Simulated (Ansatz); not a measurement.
Crystal: Ge.

```
Ge
1.0
    -2.57449    2.57449    1.39741
     2.57449   -2.57449    1.39741
     2.57449    2.57449   -1.39741
Ge
2
Direct
  0.50000 0.50000 0.00000
  0.25000 0.75000 0.50000
```

This isn't the form of Ge at room conditions, which is diamond.

Base run:

```yaml
Program: Ansatz 0.2.0
Functional: LDA
Potentials_or_basis: Ansatz PAW
Cutoff: 420 eV
Density_cutoff: 1680 eV
k_mesh: 8 × 8 × 8
Occupations: fermi-dirac, width 0.05 eV
Spin: spin-orbit coupling, no magnetisation
```

Its results: band gap on the k mesh none (metal or under the smearing width); pressure -2.6 GPa.

Task: The run is repeated on the same cell with these changes: functional from LDA to PBEsol. What comes out?

Result: Band gap on the k mesh none (metal or under the smearing width); pressure -0.8 GPa.

PBEsol binds less tightly than LDA, so the same cell stands under more pressure.

Caveats: the PAW data sets come from PBE, with cores solved anew for the run's functional, which leaves a small shift of forces and pressure.

Not every run made on this cell is shown here.
